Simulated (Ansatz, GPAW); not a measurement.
# An Ir chain with an Al atom on top of one atom: relaxation, then transmission at several levels, part 2 of 2

Wanted: T(E) of an Ir chain with an Al atom on top of one atom at a relaxed geometry in two programs, beside the unrelaxed structure.

GPAW 26.7.0 and Ansatz 0.2.0; Ansatz plane waves; relaxation of the junction with the lead ends held (the session's first sound run).

So far, transmission at the Fermi level (one spin): step 3 (plane waves, PBE) 2.41; step 4 (double-zeta polarised basis, PBE, GPAW) 2.47; step 5 (GPAW, szp: basis = "szp(dzp)", PBE, GPAW) 2.54.

### 6. Minimal basis

The minimal basis is the cheapest rung: no second zeta and no polarisation.

Input file run.py:

```python
import json
import numpy as np
from ase import Atoms
from ase.transport.calculators import TransportCalculator
from gpaw import GPAW, FermiDirac
from gpaw.lcao.tools import get_lcao_hamiltonian
from scipy.linalg import eigh

# The junction with lead layers at both ends, along the third cell vector
device = Atoms(
    ['Ir', 'Ir', 'Ir', 'Ir', 'Ir', 'Ir', 'Ir', 'Ir', 'Ir', 'Al', 'Ir', 'Ir', 'Ir', 'Ir', 'Ir', 'Ir', 'Ir', 'Ir'],
    positions=[
        [4.50000, 4.50000, 1.15000],
        [4.50000, 4.50000, 3.45000],
        [4.50000, 4.50000, 5.75000],
        [4.50000, 4.50000, 8.05000],
        [4.50000, 4.50000, 10.35000],
        [4.50000, 4.50000, 12.65000],
        [4.00597, 4.13752, 15.00199],
        [4.52101, 4.57449, 17.32962],
        [3.49671, 4.36186, 19.54878],
        [5.80763, 3.98409, 19.55199],
        [4.51483, 4.56967, 21.77120],
        [4.00600, 4.13102, 24.09872],
        [4.50000, 4.50000, 26.45000],
        [4.50000, 4.50000, 28.75000],
        [4.50000, 4.50000, 31.05000],
        [4.50000, 4.50000, 33.35000],
        [4.50000, 4.50000, 35.65000],
        [4.50000, 4.50000, 37.95000]],
    cell=[[9.0, 0.0, 0.0], [0.0, 9.0, 0.0], [0.0, 0.0, 39.1]],
    pbc=True)

# One principal layer of the lead: the first 5 atoms of the device
lead = Atoms(
    ['Ir', 'Ir', 'Ir', 'Ir', 'Ir'],
    positions=[
        [4.50000, 4.50000, 1.15000],
        [4.50000, 4.50000, 3.45000],
        [4.50000, 4.50000, 5.75000],
        [4.50000, 4.50000, 8.05000],
        [4.50000, 4.50000, 10.35000]],
    cell=[[9.0, 0.0, 0.0], [0.0, 9.0, 0.0], [0.0, 0.0, 11.5]],
    pbc=True)

settings = dict(mode='lcao', basis='sz(dzp)', xc='PBE', h=0.2,
                occupations=FermiDirac(0.1), maxiter=250,
                mixer=dict(beta=0.1, nmaxold=8, weight=100.0),
                convergence=dict(density=0.0001))
energies = np.arange(-2, 2 + 1e-9, 0.025)
eta = 0.0001
n1, n2 = 1, 1
# k and -k transmit alike, so half of the mesh across the current serves
mesh = [(i, j) for i in range(n1) for j in range(n2) if (i, j) <= (-i % n1, -j % n2)]
weights = np.array([1 if (i, j) == (-i % n1, -j % n2) else 2 for i, j in mesh]) / (n1 * n2)

# [... helper functions left out ...]
fermi_lead = ground_state(lead, (1, 1, 10), 'lead.txt')
fermi_device = ground_state(device, (1, 1, 2), 'device.txt')
# [... loop over the mesh left out, but for ...]
        # Shift the lead onto the potential of the device's first layer
        shift = ((H[:, 0, 0] - H0[:, 0, 0]) / S0[0, 0]).real.mean()
# [...]
kT = 8.617333e-5 * 300
bias = [0.1, 0.2, 0.5, 1.0, 1.5, 2.0]
# [... integrals and printing left out ...]
```

Run with:

```bash
> OMP_NUM_THREADS=1 OPENBLAS_NUM_THREADS=1 python run.py
```

It took 2.7 min on 1 thread of Intel Xeon Platinum 8259CL at 2.50GHz (Skylake/Cascade Lake), shared host; peak memory 1.4 GiB.

Numbers from this step:

| Quantity | Value |
| --- | --- |
| conductance | 2.546 G₀ |
| largest coupling past the next principal layer | 1.47e-6 eV |
| largest misfit of the first principal layer | 0.04632 eV |
| shift that aligns the lead | -6.10e-4 eV |
| basis functions of the junction | 208 |
| basis functions of a principal layer | 60 |
| transmission at the Fermi level (one spin) | 2.557 |

One spin. Table of transmission, zone mean by energy, zero at the Fermi level:

```csv
energy (eV),"transmission, zone mean"
-2.000,2.03
-1.800,1.98
-1.675,2.40
-1.600,2.15
-1.400,1.76
-1.200,1.63
-1.000,1.98
-0.800,2.24
-0.600,3.30
-0.400,3.44
-0.275,3.48
-0.200,3.27
0.000,2.56
0.200,1.75
0.400,1.92
0.600,1.70
0.800,1.15
1.000,1.09
1.200,1.08
1.400,1.05
1.600,1.01
1.800,1.03
2.000,0.383
```

The conductance, 2.55 G₀, lies 3.7 % above that of the dzp run.

### 7. revPBE in the dzp basis: xc = "revPBE"

Back in the dzp basis, the functional changes from PBE to revPBE, to set the spread between functionals beside that between bases.

run.py: that of step 6 with these lines changed.

```diff
@@ -45,3 +45,3 @@
 
-settings = dict(mode='lcao', basis='sz(dzp)', xc='PBE', h=0.2,
+settings = dict(mode='lcao', basis='dzp', xc='revPBE', h=0.2,
                 occupations=FermiDirac(0.1), maxiter=250,
```

It took 5.3 min on 1 thread; peak memory 1.5 GiB.

Numbers from this step:

* conductance: 2.437 G₀
* largest misfit of the first principal layer: 0.1004 eV
* shift that aligns the lead: -0.001656 eV
* basis functions of the junction: 472
* basis functions of a principal layer: 135
* transmission at the Fermi level (one spin): 2.450

The conductance, 2.44 G₀, lies 0.7 % below that of the dzp run.

### 8. Without the relaxation: geometry = "as built"

The dzp basis with PBE on the structure as first built shows what the relaxation was worth.

run.py: that of step 7 with these lines changed.

```diff
@@ -18,8 +18,8 @@
         [4.50000, 4.50000, 12.65000],
-        [4.00597, 4.13752, 15.00199],
-        [4.52101, 4.57449, 17.32962],
-        [3.49671, 4.36186, 19.54878],
-        [5.80763, 3.98409, 19.55199],
-        [4.51483, 4.56967, 21.77120],
-        [4.00600, 4.13102, 24.09872],
+        [4.50000, 4.50000, 14.95000],
+        [4.50000, 4.50000, 17.25000],
+        [4.50000, 4.50000, 19.55000],
+        [6.69690, 4.50000, 19.55000],
+        [4.50000, 4.50000, 21.85000],
+        [4.50000, 4.50000, 24.15000],
         [4.50000, 4.50000, 26.45000],
@@ -45,3 +45,3 @@
 
-settings = dict(mode='lcao', basis='dzp', xc='revPBE', h=0.2,
+settings = dict(mode='lcao', basis='dzp', xc='PBE', h=0.2,
                 occupations=FermiDirac(0.1), maxiter=250,
```

It took 5 min on 1 thread; peak memory 1.5 GiB.

This step gave:

```yaml
conductance: 4.519 G₀
largest_coupling_past_the_next_principal_layer: 1.48e-6 eV
largest_misfit_of_the_first_principal_layer: 0.02514 eV
shift_that_aligns_the_lead: 0.001068 eV
transmission_at_the_fermi_level_one_spin: 4.582
```

The conductance, 4.52 G₀, lies 84 % above that of the dzp run.

### 9. Cost and result by level

Times are wall times on the hardware named with each run. Results by setting:

```csv
no.,run,conductance (G₀),time,memory (GiB)
1,pw PBE,2.391,2 min,5.0
2,dzp,2.455,4.9 min,1.5
3,szp,2.532,3.3 min,1.4
4,sz,2.546,2.7 min,1.4
5,dzp revPBE,2.437,5.3 min,1.5
6,asbuilt,4.519,5 min,1.5
```

### 10. Comparison

The curves are compared point by point over the common energies.

This step: comparison of transmission and cost over codes, levels and geometry (GPAW 26.7.0).

Ladder, by row:

```csv
step,code,T at the Fermi level (sum over the listed spins),conductance (G0),r.m.s. T(E) from the first,wall time (s),peak memory (GiB),threads
pw-pbe,Ansatz,2.414,2.391,0,117.9,4.995,4
dzp,GPAW,2.465,2.455,0.136,293.9,1.47,1
szp,GPAW,2.541,2.532,0.2363,200.8,1.41,1
sz,GPAW,2.557,2.546,0.2806,159,1.35,1
dzp-revPBE,GPAW,2.45,2.437,0.1325,319.4,1.47,1
asbuilt,GPAW,4.582,4.519,1.672,298,1.47,1
```

Table of transmission, zone mean, sum over the listed spins by energy, zero at the Fermi level:

```csv
energy (eV),pw-pbe,dzp,szp,sz,dzp-revPBE,asbuilt
-2.000,2.10,2.06,2.03,2.03,2.06,2.95
-1.900,2.00,1.95,1.91,1.93,1.93,2.63
-1.800,1.84,1.82,1.80,1.98,1.80,2.80
-1.700,1.74,1.76,1.93,2.39,1.72,2.96
-1.675,1.75,1.78,2.02,2.40,1.73,3.03
-1.600,1.90,2.00,2.23,2.15,1.92,3.37
-1.500,2.21,2.19,2.05,1.88,2.18,3.78
-1.400,2.03,1.94,1.88,1.76,1.94,3.77
-1.300,1.87,1.84,1.83,1.72,1.82,3.82
-1.200,1.81,1.76,1.76,1.63,1.75,4.06
-1.100,2.02,1.79,1.74,1.64,1.78,4.18
-1.000,2.49,2.08,1.98,1.98,2.08,4.21
-0.900,2.60,2.29,2.15,2.09,2.30,4.24
-0.800,3.10,2.64,2.36,2.24,2.64,4.27
-0.700,3.44,3.21,2.97,2.83,3.21,4.20
-0.650,3.46,3.35,3.23,3.13,3.34,4.14
-0.600,3.45,3.39,3.36,3.30,3.38,4.06
-0.550,3.41,3.40,3.41,3.39,3.39,3.97
-0.500,3.34,3.39,3.44,3.43,3.38,3.90
-0.400,3.18,3.31,3.42,3.44,3.29,4.06
-0.300,3.18,3.29,3.43,3.46,3.27,4.50
-0.275,3.22,3.32,3.45,3.48,3.30,4.59
-0.250,3.22,3.34,3.45,3.46,3.32,4.66
-0.200,2.98,3.23,3.31,3.27,3.20,4.75
-0.100,2.58,2.67,2.76,2.75,2.65,4.79
0.000,2.41,2.47,2.54,2.56,2.45,4.58
0.100,2.07,2.14,2.19,2.24,2.12,3.80
0.200,1.81,1.77,1.79,1.75,1.77,3.83
0.300,1.89,1.87,1.89,1.85,1.87,3.80
0.400,1.97,1.95,1.96,1.92,1.95,3.76
0.500,1.99,1.96,1.97,1.96,1.96,3.68
0.600,1.81,1.65,1.66,1.70,1.67,3.57
0.700,1.44,1.31,1.32,1.32,1.32,3.41
0.800,1.23,1.17,1.17,1.15,1.17,3.15
0.900,1.14,1.09,1.11,1.11,1.09,2.92
1.000,1.09,1.08,1.09,1.09,1.07,2.92
1.100,1.07,1.07,1.08,1.09,1.07,2.91
1.200,1.07,1.07,1.07,1.08,1.06,2.91
1.300,1.06,1.06,1.06,1.07,1.05,2.91
1.400,1.05,1.04,1.04,1.05,1.04,2.90
1.500,1.04,1.02,1.03,1.03,1.02,2.90
1.600,1.03,0.999,1.01,1.01,0.994,2.89
1.700,1.01,0.978,0.999,1.00,0.971,2.89
1.800,1.000,0.955,1.00,1.03,0.948,2.88
1.900,0.991,0.904,0.982,0.941,0.899,2.78
2.000,0.977,0.943,0.00111,0.383,0.963,0.933
```

### 11. Broadening 0.01, k-points along the lead 4

The broadening keeps the Green's functions finite; too large a value absorbs electrons where channels are open and leaks them where none are. The lead's own mesh along the current sets its density and potential; where the lead is aligned to the junction's end layer, a rigid shift drops out.

This step: GPAW LCAO, PAW setups; Landauer transmission from Green's functions with principal layers (ASE), zero bias (GPAW 26.7.0).

run.py: that of step 8 with these lines changed.

```diff
@@ -18,8 +18,8 @@
         [4.50000, 4.50000, 12.65000],
-        [4.50000, 4.50000, 14.95000],
-        [4.50000, 4.50000, 17.25000],
-        [4.50000, 4.50000, 19.55000],
-        [6.69690, 4.50000, 19.55000],
-        [4.50000, 4.50000, 21.85000],
-        [4.50000, 4.50000, 24.15000],
+        [4.00597, 4.13752, 15.00199],
+        [4.52101, 4.57449, 17.32962],
+        [3.49671, 4.36186, 19.54878],
+        [5.80763, 3.98409, 19.55199],
+        [4.51483, 4.56967, 21.77120],
+        [4.00600, 4.13102, 24.09872],
         [4.50000, 4.50000, 26.45000],
@@ -50,3 +50,3 @@
 energies = np.arange(-2, 2 + 1e-9, 0.025)
-eta = 0.0001
+eta = 0.01
 n1, n2 = 1, 1
@@ -57,3 +57,3 @@
 # [... helper functions left out ...]
-fermi_lead = ground_state(lead, (1, 1, 10), 'lead.txt')
+fermi_lead = ground_state(lead, (1, 1, 4), 'lead.txt')
 fermi_device = ground_state(device, (1, 1, 2), 'device.txt')
```

Elapsed: 5.1 min, on 1 thread; peak memory 1.5 GiB.

The run finished with changed settings (eta = 0.01 and lead_nz = 4); it serves as a test.

The two runs compared:

```csv
quantity,this run,sound run,difference
conductance (G₀),1.7884,2.4553,-0.667
largest coupling past the next principal layer (eV),1.481e-6,1.484e-6,-2.5e-9
largest misfit of the first principal layer (eV),0.18328,0.099137,0.0841
shift that aligns the lead (eV),-0.037515,-0.0016886,-0.0358
transmission at the Fermi level (one spin),1.8074,2.4652,-0.658
```

One result that differs is the largest misfit of the first principal layer, 0.183 eV against 0.0991 eV.

### 12. Summary of results

* conductance: 2.46 G₀
* transmission at the Fermi level, mean of the spins: 2.47

**Reading.** In the dzp basis the junction conducts 2.46 G₀ at 300 K, with T = 2.47 a spin at the Fermi level; the sz basis reaches that conductance within 10 %. Relaxation moved atoms by up to 1.0 Å and took the conductance from 4.52 to 2.46 G₀, as a ratio a larger change than the step from dzp to the minimal basis. Plane waves (PBE) give T = 2.41 there. At the Fermi level the three most open eigenchannels pass 0.96, 0.94 and 0.54. Measured against the first run (pw-pbe), the nearest curve is that of dzp-revPBE (r.m.s. 0.13) and the farthest that of asbuilt (1.7). Over the compared runs wall time goes from 118 s (pw-pbe) to 319 s (dzp-revPBE), on a shared host; the plane-wave run used 4 threads and the orbital runs 1. The leads kept an estimated spacing and the cell its length, so the junction may be under some tension or compression. The run had no spin polarisation, so a magnetic state, which chains and small molecules with open shells often have, wasn't tested. Spin-orbit coupling is left out, which matters for the heavy atoms here. An evenly spaced straight chain is an idealisation: free chains tend to dimerise, zigzag or, where a band edge lies near the Fermi level, turn magnetic. The currents use the zero-bias T(E) throughout, which holds only while the bias is small against the distance to the nearest feature. The thermopower isn't quoted: it samples T(E) farther from the Fermi level than the conductance does, and the energy grid wasn't tested for it.

[Logs are printed without paths, hosts, clocks, repeated set-up lines and the standing remarks that a program may print on its own settings, such as how far it seeks lower states.]

[Hosts, paths, dates, database ids (printed as entryN), source tags and the programs' standing remarks are cut or masked in the printed files.]
